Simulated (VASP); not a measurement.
# InP (F-43m) in VASP: further runs, part 2 of 2

VASP 6.6.1.

**4. Single point, PBE+D4**

The input, INCAR:

```
ALGO = Normal
EDIFF = 1E-7
ENCUT = 520
GGA = PE
ISIF = 2
ISMEAR = -1
IVDW = 13
LASPH = True
LCHARG = False
LREAL = False
LWAVE = False
NBANDS = 16
NELM = 80
PREC = Accurate
SIGMA = 0.05
```

The input, KPOINTS:

```
k-points
0
Gamma
  6 6 6
```

The input, POSCAR:

```
InP
1.0
    0.0000000000      2.9456911762      2.9456911762
    2.9456911762      0.0000000000      2.9456911762
    2.9456911762      2.9456911762      0.0000000000
In P
1 1
Direct
    0.0000000000      0.0000000000      0.0000000000
    0.2500000000      0.2500000000      0.2500000000
```

Potentials or basis: VASP PAW PBE potentials, release 64 (In_d, P).

Run with:

```sh
$ cat potpaw_PBE.64/In_d/POTCAR potpaw_PBE.64/P/POTCAR > POTCAR
$ mpirun -np 1 vasp_std > vasp.out
```

OUTCAR:

```text
EDIFF = 1E-7
   ENCUT = 520
   GGA = PE
   ISIF = 2
   ISMEAR = -1
   IVDW = 13
   LASPH = True
   LREAL = False
   NELM = 80
   PREC = Accurate

 ion  position               nearest neighbor table
   1  0.000  0.000  0.000-   2 2.55   2 2.55   2 2.55   2 2.55
   2  0.250  0.250  0.250-   1 2.55   1 2.55   1 2.55   1 2.55

  LATTYP: Found a face centered cubic cell.
 ALAT       =     5.8913823524

  Lattice vectors:

 A1 = (   0.0000000000,   2.9456911762,   2.9456911762)
 A2 = (   2.9456911762,   0.0000000000,   2.9456911762)
 A3 = (   2.9456911762,   2.9456911762,   0.0000000000)

Analysis of symmetry for initial positions (statically):
=====================================================================
 Subroutine PRICEL returns:
 Original cell was already a primitive cell.

 Routine SETGRP: Setting up the symmetry group for a
 face centered cubic supercell.

 Subroutine GETGRP returns: Found 24 space group operations
 (whereof 24 operations were pure point group operations)
 out of a pool of 48 trial point group operations.

The static configuration has the point symmetry T_d .

Analysis of symmetry for dynamics (positions and initial velocities):
=====================================================================
 Subroutine PRICEL returns:
 Original cell was already a primitive cell.

 Routine SETGRP: Setting up the symmetry group for a
 face centered cubic supercell.

 Subroutine GETGRP returns: Found 24 space group operations
 (whereof 24 operations were pure point group operations)
 out of a pool of 48 trial point group operations.

The dynamic configuration has the point symmetry T_d .

 Subroutine INISYM returns: Found 24 space group operations
 (whereof 24 operations are pure point group operations),
 and found     1 'primitive' translations

----------------------------------------------------------------------------------------

                                     Primitive cell

  volume of cell :      51.1201

  direct lattice vectors                    reciprocal lattice vectors
     0.000000000  2.945691176  2.945691176    -0.169739450  0.169739450  0.169739450
     2.945691176  0.000000000  2.945691176     0.169739450 -0.169739450  0.169739450
     2.945691176  2.945691176  0.000000000     0.169739450  0.169739450 -0.169739450

  length of vectors
     4.165836412  4.165836412  4.165836412     0.293997351  0.293997351  0.293997351

  position of ions in fractional coordinates (direct lattice)
     0.000000000  0.000000000  0.000000000
     0.250000000  0.250000000  0.250000000

  ion indices of the primitive-cell ions
   primitive index   ion index
                 1           1
                 2           2

----------------------------------------------------------------------------------------

 KPOINTS: k-points

Automatic generation of k-mesh.
 Grid dimensions read from file:
 generate k-points for:    6    6    6

 Generating k-lattice:

  Cartesian coordinates                     Fractional coordinates (reciprocal lattice)
    -0.028289908  0.028289908  0.028289908     0.166666667  0.000000000  0.000000000
     0.028289908 -0.028289908  0.028289908     0.000000000  0.166666667  0.000000000
     0.028289908  0.028289908 -0.028289908     0.000000000  0.000000000  0.166666667

  Length of vectors
     0.048999559  0.048999559  0.048999559

  Shift w.r.t. Gamma in fractional coordinates (k-lattice)
     0.000000000  0.000000000  0.000000000

 Subroutine IBZKPT returns following result:
 ===========================================

 Found     16 irreducible k-points:

 Following reciprocal coordinates:
            Coordinates               Weight
  0.000000  0.000000  0.000000      1.000000
  0.166667  0.000000  0.000000      8.000000
  0.333333  0.000000  0.000000      8.000000
  0.500000  0.000000  0.000000      4.000000
  0.166667  0.166667  0.000000      6.000000
  0.333333  0.166667  0.000000     24.000000
[... 8 lines left out ...]
 -0.333333  0.333333  0.166667     24.000000
 -0.333333  0.500000  0.166667     12.000000
   k-points           NKPTS =     16   k-points in BZ     NKDIM =     16   number of bands    NBANDS=     16
   number of dos      NEDOS =    301   number of ions     NIONS =      2
   total plane-waves  NPLWV =  32768
   dimension x,y,z NGX =    32 NGY =   32 NGZ =   32
   dimension x,y,z NGXF=    64 NGYF=   64 NGZF=   64
   ions per type =               1   1
   NGX,Y,Z   is equivalent  to a cutoff of  12.77, 12.77, 12.77 a.u.
   NGXF,Y,Z  is equivalent  to a cutoff of  25.54, 25.54, 25.54 a.u.
 SYSTEM =  unknown system
   PREC   = accura    normal or accurate (medium, high low for compatibility)
   ISTART =      0    job   : 0-new  1-cont  2-samecut
   ICHARG =      2    charge: 1-file 2-atom 10-const
   ISPIN  =      1    spin polarized calculation?
   LNONCOLLINEAR =      F non collinear calculations
   LSORBIT =      F    spin-orbit coupling
   LASPH  =      T    aspherical Exc in radial PAW
   ENCUT  =  520.0 eV  38.22 Ry    6.18 a.u.   7.75  7.75  7.75*2*pi/ulx,y,z
   NELM   =     80;   NELMIN=  2; NELMDL= -5     # of ELM steps
   EDIFF  = 0.1E-06   stopping-criterion for ELM
   LREAL  =      F    real-space projection
   EDIFFG = 0.1E-05   stopping-criterion for IOM
   NSW    =      0    number of steps for IOM
   IBRION =     -1    ionic relax: 0-MD 1-quasi-New 2-CG
   NFREE  =      0    steps in history (QN), initial steepest desc. (CG)
   ISIF   =      2    stress and relaxation
   ISYM   =      2    0-nonsym 1-usesym 2-fastsym
   POTIM  = 0.5000    time-step for ionic-motion
   TEBEG  =    0.0;   TEEND  =   0.0 temperature during run
   PSTRESS=    0.0 pullay stress
   NELECT =      18.0000    total number of electrons
   NUPDOWN=      -1.0000    fix difference up-down
   EMIN   =  10.00;   EMAX   =-10.00  energy-range for DOS
   EFERMI =   0.00;   METHOD = LEGACY
   ISMEAR =    -1;   SIGMA  =   0.05  broadening in eV -4-tet -1-fermi 0-gaus
   EFERMI_NEDOS =   21; number of points for ismear=-14 and -15
   IALGO  =     38    algorithm
   IMIX   =      4    mixing-type and parameters
     AMIX     =   0.40;   BMIX     =  1.00
     AMIX_MAG =   1.60;   BMIX_MAG =  1.00
  volume/ion in A,a.u.               =      25.56       172.49
  Fermi-wavevector in a.u.,A,eV,Ry     =   1.156028  2.184577 18.182844  1.336401
  Thomas-Fermi vector in A             =   2.292652
   LORBIT       =      0    0 simple, 1 ext, 2 COOP (PROOUT), +10 PAW based schemes
   GGA     = PE    functional components
   LHFCALC =     F    Hartree Fock is set to
   AEXX    =    0.0000 exact exchange contribution
   IVDW    =    13    specifies the selected vdW correction
   LEPSILON=     F    determine dielectric tensor
   LRPA    =     F    only Hartree local field effects (RPA)
 non-spin polarized calculation
  energy-cutoff  :      520.00
  volume of cell :       51.12
 maximum number of plane-waves:      1384
   NGX = 15   NGY = 15   NGZ = 15

 number of electron      18.0000008 magnetization

 Free energy of the ion-electron system (eV)
  ---------------------------------------------------
  ext. energy  EPLUGINS =         0.00000000
  ---------------------------------------------------
  free energy    TOTEN  =        -8.38362443 eV

  energy without entropy =       -8.38360177  energy(sigma->0) =       -8.38361310

 E-fermi :   5.3678     XC(G=0):  -9.2114

 val. band max:        5.0272482991   @ k =   0.0000   0.0000   0.0000
 cond. band min:       5.6524874216   @ k =   0.0000   0.0000   0.0000
 fundamental gap:      0.6252391225
 Fermi energy:         5.3677575938

 k-point     1 :       0.0000    0.0000    0.0000
  band No.  band energies     occupation
      1      -9.1362      2.00000
      2      -9.1362      2.00000
      3      -9.1362      2.00000
      4      -8.9921      2.00000
      5      -8.9921      2.00000
      6      -6.3856      2.00000
[... 8 lines left out ...]
     15      14.4482      0.00000
     16      14.4482      0.00000
[... 267 lines left out ...]
 k-point    16 :      -0.3333    0.5000    0.1667
  band No.  band energies     occupation
      1      -9.2885      2.00000
      2      -9.0678      2.00000
      3      -9.0446      2.00000
      4      -9.0187      2.00000
      5      -8.9713      2.00000
      6      -4.0196      2.00000
[... 8 lines left out ...]
     15      16.2255      0.00000
     16      16.9227      0.00000

------------------------ aborting loop because EDIFF is reached ----------------------------------------

  DFT-D4 for vdW energy calculation

  Edisp (eV):   -0.66308

  FORCE on cell =-STRESS in cart. coord.  units (eV):
  Direction    XX          YY          ZZ          XY          YZ          ZX
  --------------------------------------------------------------------------------------
  -------------------------------------------------------------------------------------
  Total      -0.01643    -0.01643    -0.01643    -0.00000     0.00000    -0.00000
  in kB      -0.51504    -0.51504    -0.51504    -0.00000     0.00000    -0.00000
  external pressure =       -0.52 kB  Pullay stress =        0.00 kB

 VOLUME and BASIS-vectors are now :
 -----------------------------------------------------------------------------
  energy-cutoff  :      520.00
  volume of cell :       51.12
      direct lattice vectors                 reciprocal lattice vectors
     0.000000000  2.945691176  2.945691176    -0.169739450  0.169739450  0.169739450
     2.945691176  0.000000000  2.945691176     0.169739450 -0.169739450  0.169739450
     2.945691176  2.945691176  0.000000000     0.169739450  0.169739450 -0.169739450

 POSITION                                       TOTAL-FORCE (eV/Angst)
 -----------------------------------------------------------------------------------
      0.00000      0.00000      0.00000         0.000000      0.000000      0.000000
      1.47285      1.47285      1.47285        -0.000000     -0.000000     -0.000000
 -----------------------------------------------------------------------------------
    total drift:                               -0.000000     -0.000000     -0.000000

  FREE ENERGIE OF THE ION-ELECTRON SYSTEM (eV)
  ---------------------------------------------------
  free  energy   TOTEN  =        -9.0467037616 eV

  energy  without entropy=       -9.0466811058  energy(sigma->0) =       -9.04669243
```

stdout:

```text
POSCAR found type information on POSCAR InP
 POSCAR found :  2 types and       2 ions
 scaLAPACK will be used
 LDA part: xc-table for (Slater+PW92), standard interpolation
 POSCAR, INCAR and KPOINTS ok, starting setup
 FFT: planning ... GRIDC
 FFT: planning ... GRID_SOFT
 FFT: planning ... GRID
 WAVECAR not read
 entering main loop
```

Run time: 31 s. Hardware: 1 thread of Intel Xeon 8259CL, shared host; peak memory 0.15 GiB.

What came out:

| Item | Value |
| --- | --- |
| Free energy | -9.0467 eV |
| Pressure | -0.1 GPa |
| Band gap on the k mesh | 0.63 eV, direct |
| Dispersion energy per atom | -0.332 eV |

Caveat: spin-orbit coupling is left out, which moves the levels of the heavy elements.

**5. Summary**

| level | cell | gap on the mesh (eV) | pressure (GPa) |
| --- | --- | --- | --- |
| PBE+D3(BJ) | a = 4.167 Å, angles 60.0°, 2 atoms | 0.62 | -0.1 |
| PBEsol | a = 4.156 Å, angles 60.0°, 2 atoms | 0.57 | 0.0 |
| PBE+D4 | a = 4.166 Å, angles 60.0°, 2 atoms | 0.63 | -0.1 |

Alike in all rows: task single point; potentials or basis VASP PAW PBE potentials, release 64 (In_d, P); no spin polarisation; k mesh 6 × 6 × 6; cutoff (eV) 520; smearing fermi-dirac 0.05 eV.

Caveats: spin-orbit coupling is left out, which moves the levels of the heavy elements; the PAW data sets were made with another functional, which shifts forces and pressure a little (some runs).

Absolute energies hang on the potentials; compare differences alone.

**6. How close it comes**

Step 2. A measured gap of InP is 1.4236 eV (direct; 1.6 K; a printed reference work, data compilation); the calculated 0.62 eV misses it by -0.80 eV. Spin-orbit coupling on In is left out. The value is that of PBE+D3(BJ), without temperature or zero-point motion. Semilocal functionals fall short of measured gaps as a rule.

Step 3. Against the measured gap of InP, 1.4236 eV (direct; 1.6 K; a printed reference work, data compilation), the calculated 0.57 eV is off by -0.86 eV. Spin-orbit coupling on In is left out. The value is that of PBEsol, without temperature or zero-point motion. Semilocal functionals fall short of measured gaps as a rule.

Step 4. Measured gap of InP: 1.4236 eV (direct; 1.6 K; a printed reference work, data compilation). This calculation gives 0.63 eV (-0.80 eV). Spin-orbit coupling on In is left out. The value is that of PBE+D4, without temperature or zero-point motion. Semilocal functionals fall short of measured gaps as a rule.
